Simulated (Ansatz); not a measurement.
# CuSbSe2: the cost of one run

Program: Ansatz 0.2.0. Level of theory: DFT r2SCAN, scalar-relativistic, plane waves, PAW. These are calculated values, not measurements.

## 1. The system as given

It takes space group Pnma (No. 62, orthorhombic). Conventional cell: a = 6.325 Å, b = 3.972 Å, c = 14.710 Å, α = 90.00°, β = 90.00°, γ = 90.00°. Cu (site symmetry m) is surrounded by 4 Se at 2.38 to 2.40 Å. Sb (site symmetry m) has 3 Se at 2.63 to 2.74 Å as nearest neighbours. Se (site symmetry m) is surrounded by 2 Cu at 2.38 to 2.40 Å and 2 Sb at 2.74 Å. Se (site symmetry m) has 2 Cu at 2.40 Å and 1 Sb at 2.63 Å as nearest neighbours.

As a file:

```
Cu Sb Se
1.0
     6.32512    0.00000    0.00000
     0.00000    3.97202    0.00000
     0.00000    0.00000   14.71023
Cu Sb Se
4 4 8
Direct
  0.24602 0.75000 0.67100
  0.75398 0.25000 0.32900
  0.74602 0.75000 0.82900
  0.25398 0.25000 0.17100
  0.28116 0.75000 0.44625
  0.21884 0.25000 0.94625
  0.78116 0.75000 0.05375
  0.71884 0.25000 0.55375
  0.87797 0.25000 0.17492
  0.87736 0.75000 0.40407
  0.12203 0.75000 0.82508
  0.37797 0.25000 0.32508
  0.37736 0.75000 0.09593
  0.12264 0.25000 0.59593
  0.62264 0.25000 0.90407
  0.62203 0.75000 0.67492
```

It goes back to an entry of the Materials Project, which need not be the stable form.

This cell was relaxed beforehand with the same method: volume 23.10 Å³/atom, gap on the mesh 0.44 eV.

## 2. Level of theory: r2SCAN

Input file input.yaml:

```yaml
crystal:
  lattice:
    - [6.3251210578, 0.0, 0.0]
    - [0.0, 3.9720163857, 0.0]
    - [0.0, 0.0, 14.710231154]
  atoms:
    - { symbol: Cu, position: [0.2460204548, 0.75, 0.6710038945] }
    - { symbol: Cu, position: [0.7539795452, 0.25, 0.3289961055] }
    - { symbol: Cu, position: [0.7460204548, 0.75, 0.8289961055] }
    - { symbol: Cu, position: [0.2539795452, 0.25, 0.1710038945] }
    - { symbol: Sb, position: [0.2811550097, 0.75, 0.4462518183] }
    - { symbol: Sb, position: [0.2188449903, 0.25, 0.9462518183] }
    - { symbol: Sb, position: [0.7811550097, 0.75, 0.0537481817] }
    - { symbol: Sb, position: [0.7188449903, 0.25, 0.5537481817] }
    - { symbol: Se, position: [0.8779666234, 0.25, 0.1749182139] }
    - { symbol: Se, position: [0.8773550713, 0.75, 0.4040719841] }
    - { symbol: Se, position: [0.1220333766, 0.75, 0.8250817861] }
    - { symbol: Se, position: [0.3779666234, 0.25, 0.3250817861] }
    - { symbol: Se, position: [0.3773550713, 0.75, 0.0959280159] }
    - { symbol: Se, position: [0.1226449287, 0.25, 0.5959280159] }
    - { symbol: Se, position: [0.6226449287, 0.25, 0.9040719841] }
    - { symbol: Se, position: [0.6220333766, 0.75, 0.6749182139] }
basis:
  ecutwfc: 500
kpoints:
  mp_grid: { grid: [6, 10, 4] }
  band_path:
    path:
      - [[0.0, 0.0, 0.0], [0.5, 0.0, 0.0], [0.5, 0.5, 0.0], [0.0, 0.5, 0.0], [0.0, 0.0, 0.0], [0.0, 0.0, 0.5], [0.5, 0.0, 0.5], [0.5, 0.5, 0.5], [0.0, 0.5, 0.5], [0.0, 0.0, 0.5]]
      - [[0.5, 0.0, 0.0], [0.5, 0.0, 0.5]]
      - [[0.0, 0.5, 0.0], [0.0, 0.5, 0.5]]
      - [[0.5, 0.5, 0.0], [0.5, 0.5, 0.5]]
    npoints: 10
hamiltonian:
  xc: r2scan
scf:
  occupations: { method: gaussian, width: 0.02 }
  n_extra_bands: 40
output:
  forces: true
  stress: true
  eigenvalues: true
  populations: true
  dos: { projected: true, de: 0.02, nscf_kmesh: { grid: [9, 15, 6] } }
  bader: false
  write_density: true
  write_potential: true
  elf: true
  volumetric_format: npy
```

Run with:

```bash
ansatz run input.yaml --threads 8 --pin off --max-ram 22528MiB --backend cpu --events-out ev --progress --plain --runs-dir out
```

What time and memory should one allow on 8 threads of Intel Xeon Platinum 8488C (Sapphire Rapids), shared host?

About 3.1 min, with a peak of 9.3 GiB.
